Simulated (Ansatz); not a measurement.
# InAs (F-43m) in Ansatz: notebook, part 2 of 2

Ansatz 0.2.0.

### 4 Band structure, r2SCAN0

The input, input.yaml:

```yaml
crystal:
  lattice:
    - [0.0, 3.018, 3.018]
    - [3.018, 0.0, 3.018]
    - [3.018, 3.018, 0.0]
  atoms:
    - { symbol: In, position: [0.0, 0.0, 0.0] }
    - { symbol: As, position: [0.75, 0.75, 0.75] }
hamiltonian:
  xc: r2scan0
  pseudopotentials: { kind: paw }
kpoints:
  mp_grid: { grid: [4, 4, 4] }
  band_path:
    path:
      - [[0.0, 0.0, 0.0], [0.5, 0.0, 0.5], [0.5, 0.25, 0.75], [0.375, 0.375, 0.75], [0.0, 0.0, 0.0], [0.5, 0.5, 0.5], [0.625, 0.25, 0.625], [0.5, 0.25, 0.75], [0.5, 0.5, 0.5], [0.375, 0.375, 0.75]]
      - [[0.625, 0.25, 0.625], [0.5, 0.0, 0.5]]
    npoints: 4
scf:
  occupations: { method: fermi_dirac, width: 0.05 }
  n_extra_bands: 6
output:
  forces: true
  stress: true
  eigenvalues: true
  fatbands: false
  write_density: true
  write_potential: true
  elf: true
  volumetric_format: npy
```

Potentials or basis: Ansatz PAW.

On the command line:

```console
$ ansatz run input.yaml --threads 2 --pin off --max-ram 5632MiB --backend cpu --events-out ev --progress --plain --runs-dir out
```

The log of the run:

```text
Warning: output.stress: scf.convergence.dr2_threshold = 1e-7 eV (the SCF's general default) is looser than the 2e-10 eV advised for a printed stress (1e-10 eV for each atom of the cell: 2). What an SCF threshold leaves in a stress goes as its square root, and in the free energy as the threshold itself, and one threshold admits the most on a small cell: of the crystals measured, under no hybrid functional and no lock of the moments, on runs that ended without the residual-converged pass, on stresses that held no estimate of that error, the worst erred by over 100 MPa in a component at 1e-7 eV an atom and by under 5 at 1e-10. Set scf.convergence.dr2_threshold to 2e-10 eV or tighter. The threshold is an SCF's pass mark: one that does not reach it within its budget of iterations ends unconverged, or closes short of it on a stop that the run arms, and scf.convergence.dr2_threshold's page says what that costs each kind of run
Warning: output.stress: scf.exx.energy_threshold = 1e-6 eV is looser than the 2e-8 eV advised for a stress under a hybrid functional (1e-8 eV for each atom of the cell: 2). Every SCF of the exchange loop can meet its threshold on dr2 while the loop round them stops early: no threshold on dr2 bounds what that leaves in the stress. Set scf.exx.energy_threshold to 2e-8 eV or tighter. The threshold is the loop's pass mark: a loop that does not reach it within its budget of cycles ends unconverged, and scf.exx.energy_threshold's page has the law
Warning: RAYON_NUM_THREADS=2 ignored (pool sized by the plan → 2); use --threads N
scf.n_extra_bands = 6 over 14 filled bands (N_el = 28.0): the run solves 20 bands
Engine: ansatz 0.2.0, x86_64-unknown-linux-gnu
Pseudopotentials: kind: paw
Pseudopotential: In, paw, valence charge 13, recommended cutoff 500 eV (meta_gga), In.paw.azcp
Pseudopotential: As, paw, valence charge 15, recommended cutoff 500 eV (meta_gga), As.paw.azcp
Functional definition: r2SCAN0
  parameter a = 0.25
  parameter k0 = 0.174
  parameter k1 = 0.065
  parameter a1 = 4.9479
  exchange = (1 - a)*r2scan_x(k0 = k0, k1 = k1, a1 = a1) + a*exact_x
  correlation = r2scan_c
Crystal: 2 atoms, lattice volume = 54.978 Å³
[... 72 lines left out ...]
  E_aug_tail   = 0.000002  (compensation charges beyond the density's cutoff)
  E_vtau       = 7.905433  (kinetic-family band-sum trace: ∫τ·v_τ [+ j·A + Jᵃ·Aᵃ] dr)
  E_ewald      = -2527.799418
  E_core_change = -0.590420  (= ΣΔE_core)
  E_smearing   = -0.000000  (= −TS)
  E_closure    = 0.000000  (closes the sum)
  Σ components = -10476.104978   (vs F -10476.104978, Δ=-1.82e-12)
--- Forces (eV/Å), atoms counted from 1 ---
  atom   1  In    -0.00000000     0.00000000    -0.00000000
  atom   2  As    -0.00000000     0.00000000     0.00000000
  max |Σ_I F_I| component: 2.42e-16 eV/Å
--- Stress (GPa, compression-positive) ---
        1.139898       0.000000      -0.000000
       -0.000000       1.139898       0.000000
       -0.000000       0.000000       1.139898
  P = ⅓ Tr σ = 1.1399 GPa (11.399 kbar)
--- Band table (eV; the first three rows and the last of 8) ---
  k-point 0: bands = ["-31.8421", "-31.8421", "-31.8421", "-31.8319", "-31.8319", "-9.5950", "-9.5950", "-9.5950", "-9.4479", "-9.4479", "-6.3545", "7.0651", "7.0651", "7.0651", "8.5581", "12.6466", "12.6466", "12.6466", "16.5499", "18.7759"]
  k-point 1: bands = ["-31.8421", "-31.8421", "-31.8421", "-31.8318", "-31.8318", "-9.6545", "-9.5751", "-9.5751", "-9.4471", "-9.4471", "-5.6727", "3.0698", "6.4302", "6.4302", "9.9327", "13.4308", "13.4308", "14.0699", "17.3088", "17.5424"]
  k-point 2: bands = ["-31.8421", "-31.8420", "-31.8420", "-31.8317", "-31.8317", "-9.7089", "-9.5600", "-9.5600", "-9.4412", "-9.4412", "-4.6747", "0.5995", "5.9442", "5.9442", "9.6138", "13.4440", "13.4440", "15.7193", "18.3010", "20.0581"]
  k-point 7: bands = ["-31.8421", "-31.8421", "-31.8417", "-31.8317", "-31.8315", "-9.7469", "-9.5394", "-9.5144", "-9.4650", "-9.4403", "-3.9881", "0.7361", "3.7215", "3.8527", "12.9180", "13.1871", "13.9698", "14.8660", "19.3196", "21.0923"]
```

It took 2.6 min on 2 threads of Intel Xeon at 2.70GHz, shared host; peak memory 1 GiB.

What came out:

| Item | Value |
| --- | --- |
| Free energy | -10476.1050 eV |
| Pressure | 1.1 GPa |
| Band gap on the k mesh | 1.49 eV, direct |
| Band gap along the path | 1.49 eV, direct |

Levels at the corners of the path, in eV from the valence-band top:
| point | band 10 | band 11 | band 12 | band 13 | band 14 | band 15 | band 16 | band 17 | band 18 | band 19 |
| --- | --- | --- | --- | --- | --- | --- | --- | --- | --- | --- |
| Γ | -16.51 | -13.42 | 0.00 | 0.00 | 0.00 | 1.49 | 5.58 | 5.58 | 5.58 | 9.48 |
| X | -16.49 | -11.11 | -6.51 | -2.64 | -2.64 | 2.93 | 3.57 | 11.49 | 11.70 | 11.70 |
| W | -16.51 | -11.05 | -6.33 | -3.34 | -3.21 | 5.85 | 6.12 | 6.90 | 7.80 | 12.25 |
| K | -16.50 | -11.13 | -6.34 | -3.71 | -2.21 | 3.60 | 6.04 | 9.39 | 9.50 | 9.85 |
| Γ | -16.51 | -13.42 | 0.00 | 0.00 | 0.00 | 1.49 | 5.58 | 5.58 | 5.58 | 9.48 |
| L | -16.51 | -11.74 | -6.47 | -1.12 | -1.12 | 2.55 | 6.38 | 6.38 | 8.65 | 11.24 |
| U | -16.50 | -11.13 | -6.34 | -3.71 | -2.21 | 3.60 | 6.04 | 9.39 | 9.50 | 9.85 |
| W | -16.51 | -11.05 | -6.33 | -3.34 | -3.21 | 5.85 | 6.12 | 6.90 | 7.80 | 12.25 |
| L | -16.51 | -11.74 | -6.47 | -1.12 | -1.12 | 2.55 | 6.38 | 6.38 | 8.65 | 11.24 |
| K | -16.50 | -11.13 | -6.34 | -3.71 | -2.21 | 3.60 | 6.04 | 9.39 | 9.50 | 9.85 |
| U | -16.50 | -11.13 | -6.34 | -3.71 | -2.21 | 3.60 | 6.04 | 9.39 | 9.50 | 9.85 |
| X | -16.49 | -11.11 | -6.51 | -2.64 | -2.64 | 2.93 | 3.57 | 11.49 | 11.70 | 11.70 |

Caveat: the k mesh is coarse (spacing up to 0.45 Å⁻¹), so the values aren't converged, least of all with exact exchange; spin-orbit coupling is left out, which moves the levels of the heavy elements; the PAW data sets come from PBE, with cores solved anew for the run's functional, which leaves a small shift of forces and pressure; the thresholds are loose for stress.

### 5 Band structure, r2SCANh

input.yaml: that of step 4 with these lines changed.

```diff
@@ -9,3 +9,3 @@
 hamiltonian:
-  xc: r2scan0
+  xc: r2scanh
   pseudopotentials: { kind: paw }
@@ -26,5 +26 @@
   fatbands: false
-  write_density: true
-  write_potential: true
-  elf: true
-  volumetric_format: npy
```

On the command line:

```console
$ ansatz run input.yaml --threads 2 --pin off --max-ram 5632MiB --backend cpu --events-out ev --progress --plain --runs-dir out
```

Run time: 2.2 min. Hardware: 2 threads of Intel Xeon at 2.70GHz, shared host; peak memory 1 GiB.

The run converged. Its results:

```
Free energy             : -10476.6534 eV
Pressure                : 1.9 GPa
Band gap on the k mesh  : 0.75 eV, direct
Band gap along the path : 0.75 eV, direct
```

Levels at the corners of the path, in eV from the valence-band top:
| point | band 12 | band 13 | band 14 | band 15 | band 16 | band 17 |
| --- | --- | --- | --- | --- | --- | --- |
| Γ | 0.00 | 0.00 | 0.00 | 0.75 | 4.78 | 4.78 |
| X | -6.19 | -2.51 | -2.51 | 2.24 | 2.82 | 10.52 |
| W | -6.03 | -3.18 | -3.07 | 5.08 | 5.21 | 6.05 |
| K | -6.04 | -3.52 | -2.10 | 2.87 | 5.19 | 8.48 |
| Γ | 0.00 | 0.00 | 0.00 | 0.75 | 4.78 | 4.78 |
| L | -6.14 | -1.07 | -1.07 | 1.80 | 5.57 | 5.57 |
| U | -6.04 | -3.52 | -2.10 | 2.87 | 5.19 | 8.48 |
| W | -6.03 | -3.18 | -3.07 | 5.08 | 5.21 | 6.05 |
| L | -6.14 | -1.07 | -1.07 | 1.80 | 5.57 | 5.57 |
| K | -6.04 | -3.52 | -2.10 | 2.87 | 5.19 | 8.48 |
| U | -6.04 | -3.52 | -2.10 | 2.87 | 5.19 | 8.48 |
| X | -6.19 | -2.51 | -2.51 | 2.24 | 2.82 | 10.52 |

Caveat: the k mesh is coarse (spacing up to 0.45 Å⁻¹), so the values aren't converged, least of all with exact exchange; spin-orbit coupling is left out, which moves the levels of the heavy elements; the PAW data sets come from PBE, with cores solved anew for the run's functional, which leaves a small shift of forces and pressure; the thresholds are loose for stress.

### 6 Overview

| task | level | k mesh | cutoff (eV) | q mesh | points for each segment of the path | atoms under strain | mesh quality | gap on the mesh (eV) | pressure (GPa) |
| --- | --- | --- | --- | --- | --- | --- | --- | --- | --- |
| phonons | PBEsol | 6 × 6 × 6 | 420 | 2 × 2 × 2 | 8 | - | not flagged | none | - |
| elastic constants | PBEsol | 6 × 6 × 6 | 420 | - | - | relaxed | not flagged | none | 1.6 |
| band structure | r2SCAN0 | 4 × 4 × 4 | 500 | - | 4 | - | coarse | 1.49 | 1.1 |
| band structure | r2SCANh | 4 × 4 × 4 | 500 | - | 4 | - | coarse | 0.75 | 1.9 |

Alike in all rows: potentials or basis Ansatz PAW; no spin polarisation; cell as given; smearing fermi-dirac 0.05 eV.

Caveats: some runs use coarse meshes; the PAW data sets come from PBE, with cores solved anew for the run's functional, which leaves a small shift of forces and pressure; this crystal is a semiconductor, whose small gap the functional closes, so the metal is an error of the method (some runs); spin-orbit coupling is left out, which moves the levels of the heavy elements (some runs); the thresholds are loose for stress (some runs); elastic constants of metals need much finer meshes, so these are rough (some runs).

Total energies depend on the potentials used, so only differences within one code and one set of settings carry meaning.

### 7 Comparison with measurements

Step 2. A measured gap of InAs is 0.418 eV (direct; 4.2 K; a printed reference work, data compilation); the calculated 0.00 eV misses it by -0.42 eV. Spin-orbit coupling on As, In is left out. The value is that of PBEsol on a finite k mesh, which can miss the band edges, without temperature or zero-point motion. Semilocal functionals fall short of measured gaps as a rule.

Step 3. A measured gap of InAs is 0.418 eV (direct; 4.2 K; a printed reference work, data compilation); the calculated 0.00 eV misses it by -0.42 eV. Spin-orbit coupling on As, In is left out. The value is that of PBEsol on a finite k mesh, which can miss the band edges, without temperature or zero-point motion. Semilocal functionals fall short of measured gaps as a rule.
